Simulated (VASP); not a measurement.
Set up this calculation in VASP 6.6.1, as the native input.

```
Task                   : relaxation of cell and atoms
Functional             : PBEsol
Dispersion             : D3
Potentials or basis    : VASP PAW PBE potentials, release 64 (Ta_pv, N)
Cutoff                 : 600 eV
k mesh                 : 10 × 10 × 5
Occupations            : fermi-dirac, width 0.05 eV
Spin                   : no spin polarisation
Further INCAR settings : ALGO = Normal; EDIFF = 1e-06; IBRION = 2; EDIFFG = -0.01; NSW = 60; ISIF = 3
```

The structure of TaN lies in POSCAR:

```
TaN
1.0
    2.9217699809      0.0000000000      0.0000000000
   -1.4608849905      2.5303270275      0.0000000000
    0.0000000000      0.0000000000      5.9165150000
Ta N
2 2
Direct
    0.0000000000      0.0000000000      0.5000000000
    0.0000000000      0.0000000000      0.0000000000
    0.3333333333      0.6666666667      0.2500000000
    0.6666666667      0.3333333333      0.7500000000
```

The cell comes from a database or a generator and needn't be the stable form of this composition.

These files were run (other wordings do the same):

INCAR

```
PREC     = Accurate       # precision mode
ENCUT    = 600            # plane-wave cutoff, eV
EDIFF    = 1E-6           # SCF threshold, eV
ISMEAR   = -1             # smearing method
SIGMA    = 0.05           # smearing width, eV
LREAL    = False          # projectors in reciprocal space
LASPH    = True           # aspherical terms in the spheres
NELM     = 60             # most SCF steps
ALGO     = Normal         # electronic algorithm
ISIF     = 3              # what is computed and relaxed
LWAVE    = False          # write WAVECAR
LCHARG   = False          # write CHGCAR
GGA      = PS             # functional
IVDW     = 11             # dispersion correction
IBRION   = 2              # ionic algorithm
NSW      = 60             # ionic steps
EDIFFG   = -0.01          # ionic threshold
```

KPOINTS

```
regular mesh
0
Gamma
  10 10 5
```

Potentials or basis: VASP PAW PBE potentials, release 64 (Ta_pv, N).

The run is started by

```bash
$ cat potpaw_PBE.64/Ta_pv/POTCAR potpaw_PBE.64/N/POTCAR > POTCAR
$ mpirun -np 1 vasp_std > vasp.out
```

It gave:

| Quantity | Value |
| --- | --- |
| Relaxed volume | 10.49 Å³/atom |
| Relaxed cell | a = 2.877 Å, b = 2.877 Å, c = 5.852 Å, α = 90.00°, β = 90.00°, γ = 120.00° |
| Space group after relaxing (to 0.05 Å) | P6_3/mmc (No. 194) |
| Energy gained by relaxing | 19.9 meV/atom |
| Ionic steps | 9 |
| Pressure after relaxing | 0.0 GPa |
| Band gap on the k mesh | none (metal or under the smearing width) |
| Dispersion energy per atom | -0.310 eV |

Caveat: the PAW data sets were made with another functional, which shifts forces and pressure a little; pairwise dispersion overbinds metals, which lowers pressure and volume.

Wall time 65 s on 1 thread of Intel(R) Xeon(R) 6975P-C (Granite Rapids) (shared host), peak memory 0.21 GiB.
